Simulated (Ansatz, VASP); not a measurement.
# IrO: VASP beside Ansatz

```
Ir O
1.0
     0.00000    2.38474    2.38474
     2.38474    0.00000    2.38474
     2.38474    2.38474    0.00000
Ir O
1 1
Direct
  0.00000 0.00000 0.00000
  0.25000 0.25000 0.25000
```

Alike in both runs: functional PBE; k mesh 16 × 16 × 16; occupations gaussian, width 0.1 eV; no spin polarisation.

Ansatz relaxed the structure, and its values are those at the end. VASP's run is a single point on that final structure, the one shown.

|  | VASP | Ansatz |
| --- | --- | --- |
| version | VASP 6.6.1 | Ansatz 0.2.0 |
| potentials or method | VASP PAW PBE potentials, release 64 (Ir, O) | scalar-relativistic, plane waves, PAW |
| plane-wave cutoff (eV) | 520 | 420 |
| valence electrons in the cell | 15 | 23 |

VASP gave:

- gap on the k mesh at the Fermi level (eV): none
- pressure (GPa): 1.1

What did Ansatz give for the same quantities?

gap on the k mesh at the Fermi level (eV): none; pressure (GPa): 0.0.

A gap of «none» marks a metal or a gap that the smearing closes. The functional is the same, so the differences come from potentials, cutoffs and numerics. The two sets of potentials don't hold the same shells in valence.

Caveats: an odd number of electrons without spin polarisation forces a metal; a magnetic or distorted state may lie lower. Spin-orbit coupling is left out, which matters for the levels of Ir.
